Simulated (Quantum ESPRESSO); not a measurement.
## ZnAu under changes of volume

One of the cells (15.583 Å³/atom); the others are scaled copies at fixed shape and fractional positions:

```xyz
2
Lattice="3.1470 0.0000 0.0000 0.0000 3.1470 0.0000 0.0000 0.0000 3.1470" Properties=species:S:1:pos:R:3 pbc="T T T"
Au    0.0000    0.0000    0.0000
Zn    1.5735    1.5735    1.5735
```

| Property | Result |
| --- | --- |
| Program | Quantum ESPRESSO 7.5 |
| Functional | r2SCAN |
| Potentials or basis | SG15 PBE 1.2 |
| Cutoff | 952 eV |
| Density cutoff | 3810 eV |
| k mesh | 6 × 6 × 6 |
| Occupations | fermi-dirac, width 0.05 eV |
| Spin | no spin polarisation |

```tsv
volume (Å³/atom)	energy over the lowest point (meV/atom)	pressure (GPa)
14.648	30.81	10.4
14.960	14.33	6.7
15.272	4.33	3.6
15.583	0.00	0.8
15.895	0.66	-1.7
16.207	5.83	-3.9
16.518	?	?
```

What does the run at 16.518 Å³/atom give?

Energy over the lowest point 15.07 meV/atom; pressure -5.9 GPa.

Worked out: A Birch-Murnaghan fit of order 3 (a polynomial in V^(-2/3)) to the other rows has its minimum at 15.69 Å³/atom with B0 = V·E''(V) = 125 GPa and B' = 5.1. It gives 14.88 meV/atom at 16.518 Å³/atom, against the run's 15.07, and -dE/dV = -5.6 GPa, against -5.9.

Energies are extrapolated to zero smearing.

Caveats: the potentials were made for another functional, which shifts forces and pressure.
